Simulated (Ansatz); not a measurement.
**In2O3 at a changed volume: ¹¹³In nuclear quadrupole resonance**

Cell: an entry of the Crystallography Open Database (COD), relaxed with PBE at fixed cell and then changed (volume scaled by 1.02, ions relaxed).

```yaml
crystal:
  lattice:
    - [2.76167, 1.59445, 4.86870]
    - [-2.76167, 1.59445, 4.86870]
    - [0.00000, -3.18890, 4.86870]
  atoms:
    - { symbol: In, position: [0.35758, 0.35758, 0.35758] }
    - { symbol: In, position: [0.14242, 0.14242, 0.14242] }
    - { symbol: In, position: [0.64242, 0.64242, 0.64242] }
    - { symbol: In, position: [0.85758, 0.85758, 0.85758] }
    - { symbol: O, position: [0.54609, 0.95391, 0.25000] }
    - { symbol: O, position: [0.25000, 0.54609, 0.95391] }
    - { symbol: O, position: [0.95391, 0.25000, 0.54609] }
    - { symbol: O, position: [0.45391, 0.04609, 0.75000] }
    - { symbol: O, position: [0.75000, 0.45391, 0.04609] }
    - { symbol: O, position: [0.04609, 0.75000, 0.45391] }
```

Atom numbers follow the list; atoms alike are taken as one site, whose name carries the number of the first.

Level of theory: DFT, PBE, plane waves and PAW, scalar-relativistic, 420 eV cutoff, Γ-centred 7×7×7 k-points, Fermi–Dirac smearing 0.02 eV (Ansatz 0.2.0).

¹¹³In: I = 9/2, Q = 761.0 mb (year-2017 value). Static lattice, zero field.

Problem. At which frequencies do the ¹¹³In NQR lines lie?

Solution. For I = 9/2 and η = 0 the lines are |C_Q|/24 times 1, 2, 3 and 4; η shifts the lowest up most.

```csv
site,atoms,V_zz (10²¹ V/m²),C_Q (MHz),η,line frequencies (MHz)
In,"1, 2, 3, 4",4.53,83.3,0.00,"3.47, 6.94, 10.4, 13.9"
```

Problem. And for 115In (I = 9/2, Q = 772.0 mb) on In?

Solution. C_Q scales with Q to 84.5 MHz, with lines at 3.52, 7.04, 10.6, 14.1 MHz.

An axis of threefold or higher order runs through In, so V_zz lies along it and η is zero.

Without spin–orbit coupling (the program notes it for In) the gradients can shift somewhat, as the gap is small.

The relaxation (3 steps) took 13 s of wall time (47 s of CPU time) and 0.65 GiB at its peak, on 4 threads of Arm Neoverse V2 (aarch64; 8 cores open to the job, memory cap 8.0 GiB, no GPU), a shared host with a load of 0.5 a core.
